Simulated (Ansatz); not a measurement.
# Smearing, entropy and the zero-width energy in Hf$_{3}$N$_{2}$

These are results of Ansatz 0.2.0, DFT r2SCAN, scalar-relativistic, plane waves, PAW, not measurements.

```yaml
crystal:
  lattice:
    - [1.59943, 0.92343, 7.75484]
    - [-1.59943, 0.92343, 7.75484]
    - [0.00000, -1.84686, 7.75484]
  atoms:
    - { symbol: Hf, position: [0.77942, 0.77942, 0.77942] }
    - { symbol: Hf, position: [0.22058, 0.22058, 0.22058] }
    - { symbol: Hf, position: [0.00000, 0.00000, 0.00000] }
    - { symbol: N, position: [0.61192, 0.61192, 0.61192] }
    - { symbol: N, position: [0.38808, 0.38808, 0.38808] }
```

```
plane-wave cutoff : 500 eV
Γ-centred k-mesh  : 12×12×12
spin treatment    : unpolarised
```

The same metal under several smearings of width σ, on one mesh. F is the free energy, TS the smearing's entropy term for the cell of 5 atoms, and E = F + TS. Gaussian occupations are ½ erfc[(ε − μ)/σ], and N counts both spins. Spin–orbit coupling is left out, which shifts the bands of heavy elements.

```tsv
rule	σ (eV)	F − F(narrowest) (meV/atom)	TS (meV/cell)
Fermi–Dirac	0.05	-0.969	9.839
Gaussian	0.01	0.000	0.052
Gaussian	0.1	-0.586	5.883
Gaussian	0.2	-2.379	24.657
Gaussian	0.5	-17.165	190.247
```

Task: For a density of states N (both spins) that is flat over the smeared range, TS = Nσ²/2 (Gaussian) and (π²/3)Nσ² (Fermi–Dirac). What N does each run give?

Result:
```csv
rule,σ (eV),N (states/eV a cell)
Fermi–Dirac,0.05,1.20
Gaussian,0.01,1.03
Gaussian,0.1,1.18
Gaussian,0.2,1.23
Gaussian,0.5,1.52
```

Equal entropy needs σ_Gauss = π√(2/3) σ_FD = 2.57 σ_FD, so a Fermi–Dirac width acts like a Gaussian one 2.57 times as large. At moderate widths N lies between 1.18 and 1.23, nearly constant, so the density of states is smooth near the Fermi level and the mesh resolves it. At the narrowest widths only the few mesh levels within σ of μ count, so N can scatter there.

Task: To second order F = E0 − TS/2 and E = E0 + TS/2. How well does E0 = (E + F)/2 undo the smearing?

Result:
```
       rule  σ (eV) F − E0(narrowest) (meV/atom) (E + F)/2 − E0(narrowest) (meV/atom)
Fermi–Dirac    0.05                         -0.97                                  0.01
   Gaussian    0.01                         -0.01                                  0.00
   Gaussian     0.1                         -0.59                                  0.00
   Gaussian     0.2                         -2.38                                  0.08
   Gaussian     0.5                        -17.17                                  1.85
```

At Gaussian 0.2 eV the free energy is off by -2.38 meV/atom and the mean by 0.08. What remains is of order σ⁴ plus the mesh error of the narrowest run, which is no exact reference. Forces and stress are derivatives of F, not of E0, so they keep the σ² error.

The effective density of states rises from 1.18 to 1.52 states/eV as the Gaussian width grows from 0.1 to 0.5 eV, so the flat-band picture fails at the largest width. The entropy weights states symmetrically about the chemical potential, so a simple slope largely cancels. The increase therefore suggests upward curvature, with the Fermi level in a shallow dip. The Fermi–Dirac value of 1.20 fits this sequence once its width is converted to the Gaussian equivalent. The same curvature probably explains why the averaged energy still errs by 1.85 meV/atom at 0.5 eV, since averaging removes only the quadratic term.

Chemically, a metallic state is expected: nitrogen's 2p shell can't take up all the valence electrons of hafnium at this composition, and the remainder occupy mainly Hf 5d states, with some N 2p admixture. The dip may reflect the separation of bonding from less bonding d states, but an entropy-derived density is an average over an energy window and can't identify the orbitals responsible.
